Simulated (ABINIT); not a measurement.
# TePt (R-3m) in ABINIT: single point with LDA

Aim: the single point of TePt with LDA.

Everything below comes from runs of ABINIT 10.8.3 (patched build). Logs are shortened: lines on timing, memory, paths and dates and some standing lists are left out, and cuts for length are marked. The log counts tension as positive stress, the text compression.

## Step 1: The structure

The structure is trigonal, space group R-3m (No. 166). Conventional cell: a = 3.963 Å, b = 3.963 Å, c = 19.983 Å, α = 90.00°, β = 90.00°, γ = 120.00°. Pt (site symmetry 3m) has 3 Te at 2.59 Å and 3 Pt at 2.72 Å as nearest neighbours. Te (site symmetry 3m) is surrounded by 3 Pt at 2.59 Å.

## Step 2: Single point, LDA

The input, run.abi:

```
pp_dirpath "./"
pseudos "Pt.upf, Te.upf"

acell 3*1.0 Angstrom
rprim
     1.9815661262     1.1440577364     6.6610334788
    -1.9815661262     1.1440577364     6.6610334788
     0.0000000000    -2.2881154728     6.6610334788
ntypat 2
znucl 78 52
natom 4
typat 1 1 2 2
xred
     0.1296666667     0.1296666667     0.1296666667
     0.8703333333     0.8703333333     0.8703333333
     0.4020000000     0.4020000000     0.4020000000
     0.5980000000     0.5980000000     0.5980000000

ecut 35.0

kptopt 1
ngkpt 6 6 6
nshiftk 1
shiftk 0.0 0.0 0.0

ixc 7

nband 41
occopt 3
tsmear 0.00183747

nstep 100
tolvrs 1.0e-10

iomode 3
prtwf 0
prtden 0
prteig 0
prtebands 0
enunit 2
```

Potentials or basis: PseudoDojo NC SR LDA v0.4.1 standard.

The run is started by

```bash
> mpirun --bind-to none -np 4 abinit run.abi > log 2>&1
```

run.abo:

```text
.Version 10.8.3 of ABINIT
 Symmetries : space group R-3 m (#166); Bravais hR (rhombohedral)
================================================================================
 Values of the parameters that define the memory need of the present run
     intxc =       0    ionmov =       0      iscf =       7    lmnmax =       8
     lnmax =       8     mgfft =      72  mpssoang =       4    mqgrid =    3001
     natom =       4  nloc_mem =       1    nspden =       1   nspinor =       1
    nsppol =       1      nsym =      12    n1xccc =    2501    ntypat =       2
    occopt =       3   xclevel =       1
       mpw =        6064          nfft =      373248          nkpt =          32
================================================================================
================================================================================

--------------------------------------------------------------------------------
------------- Echo of variables that govern the present computation ------------
--------------------------------------------------------------------------------
 -outvars: echo values of preprocessed input variables --------
            acell      1.8897261259E+00  1.8897261259E+00  1.8897261259E+00 Bohr
              amu      1.95080000E+02  1.27600000E+02
             ecut      3.50000000E+01 Hartree
           enunit           2
              ixc           7
         kptrlatt        6    0    0      0    6    0      0    0    6
          kptrlen      4.49354073E+01
            natom           4
            nband          41
            ngfft          72      72      72
             nkpt          32
            nstep         100
             nsym          12
           ntypat           2
           occopt           3
           prtden           0
        prtebands           0
           prteig           0
            prtwf           0
            rprim      1.9815661262E+00  1.1440577364E+00  6.6610334788E+00
                      -1.9815661262E+00  1.1440577364E+00  6.6610334788E+00
                       0.0000000000E+00 -2.2881154728E+00  6.6610334788E+00
          spgroup         166
           tolvrs      1.00000000E-10
           tsmear      1.83747000E-03 Hartree
            typat      1  1  2  2
           xangst     -1.3188816858E-17 -1.2061575626E-17  2.5911420239E+00
                       5.0065980765E-17  2.1576555021E-17  1.7391958412E+01
                       4.7492314507E-18  3.5369846304E-17  8.0332063754E+00
                      -4.7492314507E-18  8.2131098346E-17  1.1949894061E+01
            xcart     -2.4923251786E-17 -2.2793074580E-17  4.8965487785E+00
                       9.4610991871E-17  4.0773779730E-17  3.2866038193E+01
                       8.9747467503E-18  6.6839322630E-17  1.5180559962E+01
                      -8.9747467503E-18  1.5520528229E-16  2.2582027009E+01
             xred      1.2966666670E-01  1.2966666670E-01  1.2966666670E-01
                       8.7033333330E-01  8.7033333330E-01  8.7033333330E-01
                       4.0200000000E-01  4.0200000000E-01  4.0200000000E-01
                       5.9800000000E-01  5.9800000000E-01  5.9800000000E-01
            znucl       78.00000   52.00000

================================================================================

 chkinp: Checking input parameters for consistency.

================================================================================
== DATASET  1 ==================================================================

--- !DatasetInfo
iteration_state: {dtset: 1, }
dimensions: {natom: 4, nkpt: 32, mband: 41, nsppol: 1, nspinor: 1, nspden: 1, mpw: 6064, }
cutoff_energies: {ecut:  35.0, pawecutdg:  -1.0, }
electrons: {nelect:   6.80000000E+01, charge:   0.00000000E+00, occopt:   3.00000000E+00, tsmear:   1.83747000E-03, }
meta: {optdriver: 0, ionmov: 0, optcell: 0, iscf: 7, paral_kgb: 0, }
...

 Exchange-correlation functional for the present dataset will be:
  LDA: Perdew-Wang 92 LSD fit to Ceperley-Alder data - ixc=7
  J.P.Perdew and Y.Wang, PRB 45, 13244 (1992)

 Real(R)+Recip(G) space primitive vectors, cartesian coordinates (Bohr,Bohr^-1):
 R(1)=  3.7446173  2.1619558 12.5875290  G(1)=  0.1335250  0.0770907  0.0264812
 R(2)= -3.7446173  2.1619558 12.5875290  G(2)= -0.1335250  0.0770907  0.0264812
 R(3)=  0.0000000 -4.3239116 12.5875290  G(3)=  0.0000000 -0.1541814  0.0264812
 Unit cell volume ucvol=  6.1142893E+02 bohr^3
 Angles (23,13,12)=  3.26815580E+01  3.26815580E+01  3.26815580E+01 degrees

 getcut: wavevector=  0.0000  0.0000  0.0000  ngfft=  72  72  72
         ecut(hartree)=     35.000   => boxcut(ratio)=   2.03163

--- Pseudopotential description ------------------------------------------------
- pspini: atom type   1  psp file is ./Pt.upf
12 -1012 3 -1 1340                            pspcod,pspxc,lmax,lloc,mmax
     nproj     2     2     2     2

- pspini: atom type   2  psp file is ./Te.upf
12 -1012 2 -1 1278                            pspcod,pspxc,lmax,lloc,mmax
     nproj     2     2     2     0

   8.52555185E+03                                ecore*ucvol(ha*bohr**3)
--------------------------------------------------------------------------------

================================================================================

--- !BeginCycle
iteration_state: {dtset: 1, }
solver: {iscf: 7, nstep: 100, nline: 4, wfoptalg: 0, }
tolerances: {tolvrs: 1.00E-10, }
...

     iter   Etot(hartree)      deltaE(h)  residm     vres2
 ETOT  1  -470.21530144119    -4.702E+02 1.641E-01 2.184E+03
 ETOT  2  -470.27585833458    -6.056E-02 1.929E-02 1.371E+04
 ETOT  3  -470.66336784433    -3.875E-01 4.789E-03 8.303E+02
 ETOT  4  -470.68318801766    -1.982E-02 3.791E-03 1.998E+01
 ETOT  5  -470.68369105818    -5.030E-04 1.087E-03 9.372E-01
 ETOT  6  -470.68370437219    -1.331E-05 8.908E-04 2.028E-03
 ETOT  7  -470.68370445912    -8.693E-08 2.720E-04 1.093E-04
 ETOT  8  -470.68370445339     5.730E-09 3.258E-04 4.097E-04
 ETOT  9  -470.68370446266    -9.271E-09 1.585E-04 6.709E-07
 ETOT 10  -470.68370446272    -5.474E-11 1.486E-04 7.688E-08
 ETOT 11  -470.68370446270     1.296E-11 9.190E-05 2.171E-09
 ETOT 12  -470.68370446270     3.240E-12 8.033E-05 3.241E-11

 At SCF step   12       vres2   =  3.24E-11 < tolvrs=  1.00E-10 =>converged.

 Cartesian components of stress tensor (hartree/bohr^3)
  sigma(1 1)=  1.24454734E-04  sigma(3 2)=  0.00000000E+00
  sigma(2 2)=  1.24454733E-04  sigma(3 1)=  0.00000000E+00
  sigma(3 3)=  1.19403419E-04  sigma(2 1)=  0.00000000E+00

--- !ResultsGS
iteration_state: {dtset: 1, }
comment   : Summary of ground state results
lattice_vectors:
- [  3.7446173,   2.1619558,  12.5875290, ]
- [ -3.7446173,   2.1619558,  12.5875290, ]
- [  0.0000000,  -4.3239116,  12.5875290, ]
lattice_lengths: [  13.30947,   13.30947,   13.30947, ]
lattice_angles: [ 32.682,  32.682,  32.682, ] # degrees, (23, 13, 12)
lattice_volume:   6.1142893E+02
convergence: {deltae:  3.240E-12, res2:  3.241E-11, residm:  8.033E-05, diffor: null, }
etotal    :  -4.70683704E+02
entropy   :   0.00000000E+00
fermie    :   3.28368381E-01
cartesian_stress_tensor: # hartree/bohr^3
- [  1.24454734E-04,   0.00000000E+00,   0.00000000E+00, ]
- [  0.00000000E+00,   1.24454733E-04,   0.00000000E+00, ]
- [  0.00000000E+00,   0.00000000E+00,   1.19403419E-04, ]
pressure_GPa:  -3.6120E+00
xred      :
- [  1.2967E-01,   1.2967E-01,   1.2967E-01, Pt]
- [  8.7033E-01,   8.7033E-01,   8.7033E-01, Pt]
- [  4.0200E-01,   4.0200E-01,   4.0200E-01, Te]
- [  5.9800E-01,   5.9800E-01,   5.9800E-01, Te]
cartesian_forces: # hartree/bohr
- [ -1.66809234E-18,  -1.39922885E-18,   6.47408139E-03, ]
- [  1.66809234E-18,   3.29380594E-19,  -6.47408139E-03, ]
- [  1.39652288E-19,   5.15527185E-19,   1.36525387E-03, ]
- [ -1.39652288E-19,   5.54321070E-19,  -1.36525387E-03, ]
force_length_stats: {min:   1.36525387E-03, max:   6.47408139E-03, mean:   3.91966763E-03, }
...

 Integrated electronic density in atomic spheres:
 ------------------------------------------------
 Atom  Sphere_radius  Integrated_density
    1        2.00000         14.53585965
    2        2.00000         14.53585965
    3        2.00000         11.93630847
    4        2.00000         11.93630847
================================================================================

 ----iterations are completed or convergence reached----

 Mean square residual over all n,k,spin=   15.850E-08; max=  80.330E-06
 reduced coordinates (array xred) for    4 atoms
       0.129666666700      0.129666666700      0.129666666700
       0.870333333300      0.870333333300      0.870333333300
       0.402000000000      0.402000000000      0.402000000000
       0.598000000000      0.598000000000      0.598000000000
 rms dE/dt=  5.8891E-02; max dE/dt=  8.1493E-02; dE/dt below (all hartree)
    1      -0.081492687169     -0.081492687169     -0.081492687169
    2       0.081492687169      0.081492687169      0.081492687169
    3      -0.017185172672     -0.017185172672     -0.017185172672
    4       0.017185172672      0.017185172672      0.017185172672

 cartesian coordinates (angstrom) at end:
    1     -0.00000000000000    -0.00000000000000     2.59114202391930
    2      0.00000000000000     0.00000000000000    17.39195841248070
    3      0.00000000000000     0.00000000000000     8.03320637543280
    4     -0.00000000000000     0.00000000000000    11.94989406096720

 cartesian forces (hartree/bohr) at end:
    1     -0.00000000000000    -0.00000000000000     0.00647408138888
    2      0.00000000000000     0.00000000000000    -0.00647408138888
    3      0.00000000000000     0.00000000000000     0.00136525387030
    4     -0.00000000000000     0.00000000000000    -0.00136525387030
 frms,max,avg= 2.7011617E-03 6.4740814E-03   0.000E+00  0.000E+00  0.000E+00 h/b

 cartesian forces (eV/Angstrom) at end:
    1     -0.00000000000000    -0.00000000000000     0.33291065025191
    2      0.00000000000000     0.00000000000000    -0.33291065025191
    3      0.00000000000000     0.00000000000000     0.07020417668840
    4     -0.00000000000000     0.00000000000000    -0.07020417668840
 frms,max,avg= 1.3889932E-01 3.3291065E-01   0.000E+00  0.000E+00  0.000E+00 e/A
 length scales=  1.889726125908  1.889726125908  1.889726125908 bohr
              =  1.000000000000  1.000000000000  1.000000000000 angstroms
 Fermi (or HOMO) energy (hartree) =   0.32837   Average Vxc (hartree)=  -0.44174
 Eigenvalues (hartree) for nkpt=  32  k points:
 kpt#   1, nband= 41, wtk=  0.00463, kpt=  0.0000  0.0000  0.0000 (reduced coord)
  -3.29677   -3.29599   -1.61248   -1.61248   -1.60773   -1.60773   -1.60620   -1.60247
  -1.03994   -1.03994   -1.03978   -1.03978   -1.03902   -1.03902   -1.03895   -1.03895
  -1.03876   -1.03869   -0.16418   -0.10800    0.07804    0.12596    0.12596    0.15183
   0.15183    0.16801    0.21663    0.21663    0.25666    0.25666    0.26455    0.35291
   0.35291    0.35904    0.37210    0.43280    0.43280    0.49652    0.55388    0.56436
   0.56436
      occupation numbers for kpt#   1
   2.00000    2.00000    2.00000    2.00000    2.00000    2.00000    2.00000    2.00000
   2.00000    2.00000    2.00000    2.00000    2.00000    2.00000    2.00000    2.00000
   2.00000    2.00000    2.00000    2.00000    2.00000    2.00000    2.00000    2.00000
   2.00000    2.00000    2.00000    2.00000    2.00000    2.00000    2.00000    0.00000
   0.00000    0.00000    0.00000    0.00000    0.00000    0.00000    0.00000    0.00000
   0.00000
 prteigrs : prtvol=0 or 1, do not print more k-points.

 Fermi (or HOMO) energy (eV) =   8.93536   Average Vxc (eV)= -12.02039
 Eigenvalues (   eV  ) for nkpt=  32  k points:
 kpt#   1, nband= 41, wtk=  0.00463, kpt=  0.0000  0.0000  0.0000 (reduced coord)
 -89.70965  -89.68853  -43.87781  -43.87781  -43.74866  -43.74866  -43.70698  -43.60556
 -28.29829  -28.29829  -28.29388  -28.29388  -28.27304  -28.27304  -28.27114  -28.27114
 -28.26608  -28.26419   -4.46760   -2.93890    2.12356    3.42767    3.42767    4.13149
   4.13149    4.57184    5.89482    5.89482    6.98411    6.98411    7.19883    9.60330
   9.60330    9.76999   10.12538   11.77716   11.77716   13.51109   15.07188   15.35709
  15.35709
 prteigrs : prtvol=0 or 1, do not print more k-points.

--- !EnergyTerms
iteration_state     : {dtset: 1, }
comment             : Components of total free energy in Hartree
kinetic             :  1.88421928037054E+02
hartree             :  1.17079710355939E+02
xc                  : -9.59133501437392E+01
Ewald energy        : -2.87854159435292E+02
psp_core            :  1.39436514905616E+01
local_psp           : -3.64145073978677E+02
non_local_psp       : -4.22156028391971E+01
internal            : -4.70682896513350E+02
'-kT*entropy'       : -8.07949351132810E-04
total_energy        : -4.70683704462701E+02
total_energy_eV     : -1.28079560818237E+04
band_energy         : -4.80688165745753E+01
...

 Cartesian components of stress tensor (hartree/bohr^3)
  sigma(1 1)=  1.24454734E-04  sigma(3 2)=  0.00000000E+00
  sigma(2 2)=  1.24454733E-04  sigma(3 1)=  0.00000000E+00
  sigma(3 3)=  1.19403419E-04  sigma(2 1)=  0.00000000E+00

-Cartesian components of stress tensor (GPa)         [Pressure= -3.6120E+00 GPa]
- sigma(1 1)=  3.66158468E+00  sigma(3 2)=  0.00000000E+00
- sigma(2 2)=  3.66158465E+00  sigma(3 1)=  0.00000000E+00
- sigma(3 3)=  3.51296988E+00  sigma(2 1)=  0.00000000E+00

== END DATASET(S) ==============================================================
================================================================================

 -outvars: echo values of variables after computation  --------
            acell      1.8897261259E+00  1.8897261259E+00  1.8897261259E+00 Bohr
           etotal     -4.7068370446E+02
            fcart     -1.6680923390E-18 -1.3992288495E-18  6.4740813889E-03
                       1.6680923390E-18  3.2938059404E-19 -6.4740813889E-03
                       1.3965228796E-19  5.1552718538E-19  1.3652538703E-03
                      -1.3965228796E-19  5.5432107009E-19 -1.3652538703E-03
            rprim      1.9815661262E+00  1.1440577364E+00  6.6610334788E+00
                      -1.9815661262E+00  1.1440577364E+00  6.6610334788E+00
                       0.0000000000E+00 -2.2881154728E+00  6.6610334788E+00
           strten      1.2445473358E-04  1.2445473272E-04  1.1940341922E-04
                       0.0000000000E+00  0.0000000000E+00  0.0000000000E+00
           xangst     -1.3188816858E-17 -1.2061575626E-17  2.5911420239E+00
                       5.0065980765E-17  2.1576555021E-17  1.7391958412E+01
                       4.7492314507E-18  3.5369846304E-17  8.0332063754E+00
                      -4.7492314507E-18  8.2131098346E-17  1.1949894061E+01
             xred      1.2966666670E-01  1.2966666670E-01  1.2966666670E-01
                       8.7033333330E-01  8.7033333330E-01  8.7033333330E-01
                       4.0200000000E-01  4.0200000000E-01  4.0200000000E-01
                       5.9800000000E-01  5.9800000000E-01  5.9800000000E-01
 Calculation completed.
```

Wall time 3 min (4 MPI ranks of Arm Neoverse V2, shared host); peak memory 0.68 GiB.

Results:

* Free energy: -12807.9561 eV
* Largest force: 0.333 eV/Å
* Band gap on the k mesh: none (metal or under the smearing width)
* Valence electrons inside the program's atomic spheres: Pt 14.54; Te 11.94

Forces on the atoms (eV/Å):
```
Pt   0.000  0.000  0.333
Pt   0.000  0.000 -0.333
Te   0.000  0.000  0.070
Te   0.000  0.000 -0.070
```

Caveat: the cutoff is too short for stress, so the log's stress isn't used. Spin-orbit coupling is left out, which matters for the levels of Pt, Te.
